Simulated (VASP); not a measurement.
# Pt in VASP: notebook

One sheet, Pt, is run at these levels: PBE+dDsC, PBE+D3; tasks: relaxation of the atoms.

All numbers are computed with VASP 6.6.1; they aren't measurements. Logs are shortened: lines on timing, memory, paths and dates and some standing lists are left out, and cuts for length are marked.

**1. The structure**

The cell holds a sheet with vacuum, 1 atom: a = 2.523 Å, b = 2.523 Å, c = 23.800 Å, α = 90.00°, β = 90.00°, γ = 90.00°.

The cell was built by a generator and needn't be a form met in nature.

**2. Relaxation of the atoms, PBE+dDsC**

INCAR

```
PREC     = Accurate       # precision mode
ENCUT    = 520            # plane-wave cutoff, eV
EDIFF    = 1E-7           # SCF threshold, eV
ISMEAR   = 0              # smearing method
SIGMA    = 0.05           # smearing width, eV
LREAL    = F              # projectors in reciprocal space
LASPH    = T              # aspherical terms in the spheres
NELM     = 60             # most SCF steps
ALGO     = Normal         # electronic algorithm
ISIF     = 2              # what is computed and relaxed
LWAVE    = F              # write WAVECAR
LCHARG   = F              # write CHGCAR
LDIPOL   = T            
IDIPOL   = 3            
DIPOL    = 0.5 0.5 0.294
GGA      = PE             # functional
IVDW     = 4              # dispersion correction
IBRION   = 2              # ionic algorithm
NSW      = 40             # ionic steps
EDIFFG   = -0.02          # ionic threshold
```

KPOINTS

```
regular mesh
0
Gamma
  10 10 1
```

POSCAR

```
Pt
1.0
    2.5230800000      0.0000000000      0.0000000000
    0.0000000000      2.5230800000      0.0000000000
    0.0000000000      0.0000000000     23.8000000000
Pt
1
Selective dynamics
Direct
    0.0000000000      0.0000000000      0.2941200000  F F F
```

Potentials or basis: VASP PAW PBE potentials, release 64 (Pt).

Started as:

```console
$ cat potpaw_PBE.64/Pt/POTCAR > POTCAR
$ mpirun -np 1 vasp_std > vasp.out
```

OUTCAR:

```text
PREC = Accurate
   ENCUT = 520
   EDIFF = 1E-7
   ISMEAR = 0
   LREAL = F
   LASPH = T
   NELM = 60
   ISIF = 2
   GGA = PE
   IVDW = 4
   IBRION = 2
   NSW = 40
   EDIFFG = -0.02
  IVDW =   4

 ion  position               nearest neighbor table
   1  0.000  0.000  0.294-

  LATTYP: Found a simple tetragonal cell.
 ALAT       =     2.5230800000
 C/A-ratio  =     9.4329153257

  Lattice vectors:

 A1 = (   2.5230800000,   0.0000000000,   0.0000000000)
 A2 = (   0.0000000000,   2.5230800000,   0.0000000000)
 A3 = (   0.0000000000,   0.0000000000,  23.8000000000)

Analysis of symmetry for initial positions (statically):
=====================================================================
 Subroutine PRICEL returns:
 Original cell was already a primitive cell.

 Routine SETGRP: Setting up the symmetry group for a
 simple tetragonal supercell.

 Subroutine GETGRP returns: Found 16 space group operations
 (whereof  8 operations were pure point group operations)
 out of a pool of 16 trial point group operations.

The static configuration has the point symmetry C_4v.
 The point group associated with its full space group is D_4h.

Analysis of symmetry for dynamics (positions and initial velocities):
=====================================================================
 Subroutine PRICEL returns:
 Original cell was already a primitive cell.

 Routine SETGRP: Setting up the symmetry group for a
 simple tetragonal supercell.

 Subroutine GETGRP returns: Found 16 space group operations
 (whereof  8 operations were pure point group operations)
 out of a pool of 16 trial point group operations.

The dynamic configuration has the point symmetry C_4v.
 The point group associated with its full space group is D_4h.

Analysis of constrained symmetry for selective dynamics:
=====================================================================
 Subroutine PRICEL returns:
 Original cell was already a primitive cell.

 Routine SETGRP: Setting up the symmetry group for a
 simple tetragonal supercell.

 Subroutine GETGRP returns: Found 16 space group operations
 (whereof  8 operations were pure point group operations)
 out of a pool of 16 trial point group operations.

The constrained configuration has the point symmetry C_4v.
 The point group associated with its full space group is D_4h.

 Subroutine INISYM returns: Found 16 space group operations
 (whereof  8 operations are pure point group operations),
[... 109 lines left out ...]
     AMIX     =   0.40;   BMIX     =  1.00
     AMIX_MAG =   1.60;   BMIX_MAG =  1.00
  volume/ion in A,a.u.               =     151.51      1022.43
  Fermi-wavevector in a.u.,A,eV,Ry     =   0.661599  1.250242  5.955459  0.437714
  Thomas-Fermi vector in A             =   1.734409
   LORBIT       =      0    0 simple, 1 ext, 2 COOP (PROOUT), +10 PAW based schemes
   GGA     = PE    functional components
   LHFCALC =     F    Hartree Fock is set to
   AEXX    =    0.0000 exact exchange contribution
   IVDW    =     4    specifies the selected vdW correction
   LEPSILON=     F    determine dielectric tensor
   LRPA    =     F    only Hartree local field effects (RPA)
 conjugate gradient relaxation of ions
 non-spin polarized calculation
 Gauss-broadening in eV      SIGMA  =   0.05
  energy-cutoff  :      520.00
  volume of cell :      151.51
 maximum number of plane-waves:      4149
 NGX is ok and might be reduce to    20
   NGX =  9   NGY =  9   NGZ = 89

 number of electron      10.0000003 magnetization

 dipolmoment           0.000000      0.000000     -0.000000 electrons x Angstroem

 Free energy of the ion-electron system (eV)
  ---------------------------------------------------
  ext. energy  EPLUGINS =         0.00000000
  ---------------------------------------------------
  free energy    TOTEN  =        -4.77297824 eV

  energy without entropy =       -4.76936219  energy(sigma->0) =       -4.77117021

 E-fermi :  -4.5958     XC(G=0):  -2.0559

 val. band max:       -4.6284286132   @ k =   0.4000   0.1000   0.0000
 cond. band min:      -4.5807898181   @ k =   0.5000   0.1000   0.0000
 fundamental gap:      0.0476387952
 Fermi energy:        -4.5958002962

 k-point     1 :       0.0000    0.0000    0.0000
  band No.  band energies     occupation
      1     -11.6355      2.00000
      2     -10.3914      2.00000
      3      -6.7549      2.00000
      4      -4.5083      0.01334
      5      -4.5083      0.01334
      6      -3.5976      0.00000
      7      -2.7365      0.00000
      8       1.4088      0.00000
      9       1.8014      0.00000
[... 229 lines left out ...]
 k-point    21 :       0.5000    0.5000    0.0000
  band No.  band energies     occupation
      1     -10.4386      2.00000
      2      -7.4256      2.00000
      3      -7.4256      2.00000
      4      -4.6754      1.97568
      5      -1.6531      0.00000
      6       3.3288      0.00000
      7       3.3288      0.00000
      8       8.0774      0.00000
      9       8.4019      0.00000

------------------------ aborting loop because EDIFF is reached ----------------------------------------

 vacuum level on the upper side and lower side of the slab       (xc-potential included)        -0.072        -0.075

  Hirshfeld-DOM and Hirshfeld charges and relative Volumes:
            ion         q(e)           q(e)           rel_vol
   -----------------------------------------------------------
      1     Pt          0.000          0.000          1.047

  dDsC method for vdW energy calculation

  Number of pair interactions contributing to vdW energy:    3352

  Edisp (eV):   -0.18963

  FORCE on cell =-STRESS in cart. coord.  units (eV):
  Direction    XX          YY          ZZ          XY          YZ          ZX
  --------------------------------------------------------------------------------------
  -------------------------------------------------------------------------------------
  Total      -0.32196    -0.32196    -0.01286     0.00000     0.00000     0.00000
  in kB      -3.40464    -3.40464    -0.13599     0.00000     0.00000     0.00000
  external pressure =       -2.32 kB  Pullay stress =        0.00 kB

 VOLUME and BASIS-vectors are now :
 -----------------------------------------------------------------------------
  energy-cutoff  :      520.00
  volume of cell :      151.51
      direct lattice vectors                 reciprocal lattice vectors
     2.523080000  0.000000000  0.000000000     0.396340980  0.000000000  0.000000000
     0.000000000  2.523080000  0.000000000     0.000000000  0.396340980  0.000000000
     0.000000000  0.000000000 23.800000000     0.000000000  0.000000000  0.042016807

 POSITION                                       TOTAL-FORCE (eV/Angst)
 -----------------------------------------------------------------------------------
      0.00000      0.00000      7.00006         0.000000      0.000000      0.000000
 -----------------------------------------------------------------------------------
    total drift:                                0.000000      0.000000      0.000002

  FREE ENERGIE OF THE ION-ELECTRON SYSTEM (eV)
  ---------------------------------------------------
  free  energy   TOTEN  =        -4.9626106480 eV

  energy  without entropy=       -4.9589945932  energy(sigma->0) =       -4.96080262

 reached required accuracy - stopping structural energy minimisation

 vacuum level on the upper side and lower side of the slab         1.669         1.668
```

CONTCAR:

```text
Pt
   1.00000000000000
     2.5230800000000002    0.0000000000000000    0.0000000000000000
     0.0000000000000000    2.5230800000000002    0.0000000000000000
     0.0000000000000000    0.0000000000000000   23.8000000000000007
  Pt
     1
Selective dynamics
Direct
     0.0000000000000000    0.0000000000000000    0.2941199999999995   F   F   F

  0.00000000E+00  0.00000000E+00  0.00000000E+00
```

It took 38 s on 1 thread of Intel Xeon Platinum 8259CL at 2.50GHz (Skylake/Cascade Lake), shared host; peak memory 0.25 GiB.

Results:

- Free energy: -4.9626 eV
- Band gap on the k mesh: none (metal or under the smearing width)
- Dispersion energy per atom: -0.190 eV

Final structure:
```
Pt
1.0
     2.52308    0.00000    0.00000
     0.00000    2.52308    0.00000
     0.00000    0.00000   23.80000
Pt
1
Direct
  0.00000 0.00000 0.29412
```

Caveat: the relaxation stopped at its first step, so nothing moved.

**3. Relaxation of the atoms, PBE+D3**

INCAR

```
SYSTEM = Pt
PREC = Accurate
ENCUT = 520
EDIFF = 1E-6
ISMEAR = 0
SIGMA = 0.01
LREAL = .FALSE.
LASPH = .TRUE.
NELM = 60
ALGO = Fast
ISIF = 2
LWAVE = .FALSE.
LCHARG = .FALSE.
LDIPOL = .TRUE.
IDIPOL = 3
DIPOL = 0.5 0.5 0.294
GGA = PE
IVDW = 11
IBRION = 2
NSW = 40
EDIFFG = -0.02
```

KPOINTS

```
regular mesh
0
G
  10 10 1
  0 0 0
```

Changes to POSCAR since step 2:

```diff
@@ -7,4 +7,3 @@
 1
-Selective dynamics
 Direct
-    0.0000000000      0.0000000000      0.2941200000  F F F
+    0.0000000000      0.0000000000      0.2941200000
```

Potentials or basis: VASP PAW PBE potentials, release 64 (Pt).

Started as:

```console
$ cat potpaw_PBE.64/Pt/POTCAR > POTCAR
$ mpirun -np 1 vasp_std > vasp.out
```

Run time: 29 s. Hardware: 1 thread of Intel Xeon Platinum 8259CL at 2.50GHz (Skylake/Cascade Lake), shared host; peak memory 0.26 GiB.

It converged, with:

- Free energy: -4.9867 eV
- Band gap on the k mesh: none (metal or under the smearing width)
- Dispersion energy per atom: -0.216 eV

Final structure:
```xyz
1
Lattice="2.5231 0.0000 0.0000 0.0000 2.5231 0.0000 0.0000 0.0000 23.8000" Properties=species:S:1:pos:R:3 pbc="T T T"
Pt    0.0000    0.0000    7.0001
```

Levels at points of the mesh, in eV from the Fermi level:
```
           k point  band 1  band 2  band 3  band 4  band 5  band 6  band 7  band 8  band 9
(0.00, 0.00, 0.00)   -7.05   -5.81   -2.16    0.08    0.08    0.98    1.86    6.00    6.39
(0.50, 0.00, 0.00)   -5.24   -3.77   -1.50   -0.80    0.46    1.98    6.41    7.54   10.86
(0.50, 0.50, 0.00)   -5.86   -2.83   -2.83   -0.08    2.93    7.92    7.92   12.72   13.00
```

Caveat: the relaxation stopped at its first step, so nothing moved.

**4. For comparison**

An earlier run on the cell as given: functional PBE; potentials or basis VASP PAW PBE potentials, release 64 (Pt); cutoff 520 eV; k mesh 10 × 10 × 1; occupations fermi-dirac, width 0.05 eV; no spin polarisation.

- Band gap on the k mesh: none (metal or under the smearing width)

**5. The runs side by side**

| task | level | cell | smearing | atoms held fixed (from 0) | gap on the mesh (eV) |
| --- | --- | --- | --- | --- | --- |
| relaxation of the atoms | PBE+dDsC | atoms relaxed | gaussian 0.05 eV | [0] | none |
| relaxation of the atoms | PBE+D3 | atoms relaxed | gaussian 0.01 eV | - | none |
| single point | PBE | as given | fermi-dirac 0.05 eV | - | none |

Alike in all rows: potentials or basis VASP PAW PBE potentials, release 64 (Pt); no spin polarisation; k mesh 10 × 10 × 1; cutoff (eV) 520.

Caveats: the relaxation stopped at its first step, so nothing moved (some runs).

Total energies depend on the potentials used, so only differences within one code and one set of settings carry meaning.
